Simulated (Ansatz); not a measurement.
# BN (C2) at 3 levels of theory

One geometry, relaxed with PBE; plane waves with PAW potentials in Ansatz, scalar-relativistic. No spin polarisation. Gaps are the least over mesh and band path; pressure is positive in compression, and isn't given for hybrids.

```
B N
1.0
     1.25591   -2.17551   -0.01854
     1.25591    2.17551   -0.01854
    -0.22173    0.00000    4.45621
B N
1 1
Direct
  0.95834 0.04166 0.50000
  0.29166 0.70834 0.50000
```

```tsv
level	cutoff (eV)	k mesh	gap (eV)	pressure (GPa)
PBE	420	10×10×6	4.40	0.0
r2SCAN	500	10×10×6	4.66	-2.7
HSE06	420	8×8×4	5.48	-
```

The cell holds layers, chains or molecules and no dispersion correction was added, so their binding is poorly described.

The cell was relaxed from a distorted copy of a database structure.
